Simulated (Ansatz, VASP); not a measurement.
**One calculation of P, two programs**

File INCAR:

```
  PREC = Accurate
  ENCUT = 520
  EDIFF = 1E-6
  ISMEAR = -1
  SIGMA = 0.05
  LREAL = F
  LASPH = T
  NELM = 100
  ALGO = Normal
  ISIF = 2
  LWAVE = F
  LCHARG = F
  GGA = PE
  NBANDS = 14
```

The input KPOINTS:

```
Automatic mesh
0
Gamma
  9 9 12
```

Contents of POSCAR:

```
P
1.0
    4.1564497725      0.0000000000      0.0000000000
   -2.0782248862      3.5995910925      0.0000000000
    0.0000000000      0.0000000000      2.4165104144
P
3
Direct
    0.0000000000      0.0000000000      0.0000000000
    0.3333333333      0.6666666667      0.5000000000
    0.6666666667      0.3333333333      0.5000000000
```

Input for Ansatz:

```yaml
crystal:
  lattice:
    - [4.1564497725, 0.0, 0.0]
    - [-2.0782248862, 3.5995910925, 0.0]
    - [0.0, 0.0, 2.4165104144]
  atoms:
    - { symbol: P, position: [0.0, 0.0, 0.0] }
    - { symbol: P, position: [0.3333333333, 0.6666666667, 0.5] }
    - { symbol: P, position: [0.6666666667, 0.3333333333, 0.5] }
kpoints:
  mp_grid: { grid: [9, 9, 12] }
scf:
  occupations: { method: fermi_dirac, width: 0.05 }
hamiltonian:
  xc: pbe
  pseudopotentials: { kind: all_electron, lapw: { basis_error: 0.001 } }
output:
  forces: true
  stress: true
  eigenvalues: true
  populations: true
```

Change from the starting cell: volume scaled by 0.84, LAPW.

Alike in both runs: task single point; functional PBE; k mesh 9 × 9 × 12; occupations fermi-dirac, width 0.05 eV; no spin polarisation.

|  | VASP | Ansatz |
| --- | --- | --- |
| version | VASP 6.6.1 | Ansatz 0.2.0 |
| potentials or method | VASP PAW PBE potentials, release 64 (P) | all-electron LAPW, scalar-relativistic |
| plane-wave cutoff (eV) | 520 | see its input |

VASP gave:

```
pressure (GPa) : 22.1
```

Task: Estimate Ansatz's values.

Result: Pressure (GPa): 22.7.

Ansatz ran all-electron here, so the differences hold the error of VASP's frozen core and of both bases.

Caveats: so large a pressure means that the cell lies far from this level's equilibrium, or that cutoff or potentials fall short (VASP).
